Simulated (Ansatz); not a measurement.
CdSe from its elements: all-electron against pseudopotential results

```yaml
crystal:
  lattice:
    - [0.00000, 2.81374, 2.81374]
    - [2.81374, 0.00000, 2.81374]
    - [2.81374, 2.81374, 0.00000]
  atoms:
    - { symbol: Cd, position: [0.00000, 0.00000, 0.00000] }
    - { symbol: Se, position: [0.50000, 0.50000, 0.50000] }
```

The cell comes from a relaxation on PAW files under the same functional, begun from a database entry that needn't be the ground state.

Computed with Ansatz 0.2.0; functional PBEsol, scalar-relativistic. Settings: a Γ-centred 12×12×12 k mesh, Fermi–Dirac smearing of 0.05 eV, no spin polarisation. Methods: LAPW: all electrons, basis error target 0.5 meV/atom; PAW: frozen-core files, cutoff 420 eV; crystal datasets: all electrons, by PAW datasets that the program makes for each cell.

The elements are taken as Cd hcp, Se trigonal Se, each relaxed on PAW files under the same functional and computed by the same method as the compound; zero-point and thermal terms are left out. The functional lacks long-range dispersion, which matters for the layered or molecular reference states.

The PAW files were made under PBE.

**Question.** What is the formation energy by LAPW, and how far do the other methods lie from it?

**Answer.** -0.478 eV/atom; PAW -0.9 meV/atom; crystal datasets 0.0 meV/atom. The compound is bound against these elements; other compounds of the system weren't compared.

**Question.** Give the LAPW value for one formula unit in kJ/mol.

**Answer.** -0.478 eV/atom × 2 atoms × 96.485 kJ/(mol·eV) = -92.2 kJ/mol, at zero temperature and without zero-point motion.

**Question.** How does the cell move when LAPW relaxes it further?

**Answer.** It takes no step: the LAPW pressure of 0.00 GPa and the forces already lie within the run's tolerances.
